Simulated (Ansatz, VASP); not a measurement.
# One calculation of NaCl, two programs

```xyz
2
Lattice="0.0000 2.7438 2.7438 2.7438 0.0000 2.7438 2.7438 2.7438 0.0000" Properties=species:S:1:pos:R:3 pbc="T T T"
Na    0.0000    0.0000    0.0000
Cl    2.7438    2.7438    2.7438
```

Alike in both runs: task single point; functional PBEsol; k mesh 8 × 8 × 8; occupations gaussian, width 0.02 eV; no spin polarisation.

|  | VASP | Ansatz |
| --- | --- | --- |
| version | VASP 6.6.1 | Ansatz 0.2.0 |
| potentials or method | VASP PAW PBE potentials, release 64 (Na_pv, Cl) | scalar-relativistic, plane waves, PAW |
| plane-wave cutoff (eV) | 520 | 420 |
| valence electrons in the cell | 14 | 16 |

|  | VASP | Ansatz | Ansatz less VASP |
| --- | --- | --- | --- |
| gap on the k mesh at the Fermi level (eV) | 5.25 | 5.25 | +0.004 |
| least direct gap on the mesh (eV) | 5.25 | 5.25 | +0.004 |
| pressure (GPa) | 1.9 | 1.9 | -0.04 |

The two sets of potentials don't hold the same shells in valence.

Caveats: the PAW data sets were made with another functional, which shifts forces and pressure a little (VASP). Expect the measured gap to be larger: semilocal functionals such as PBEsol lack the derivative discontinuity.
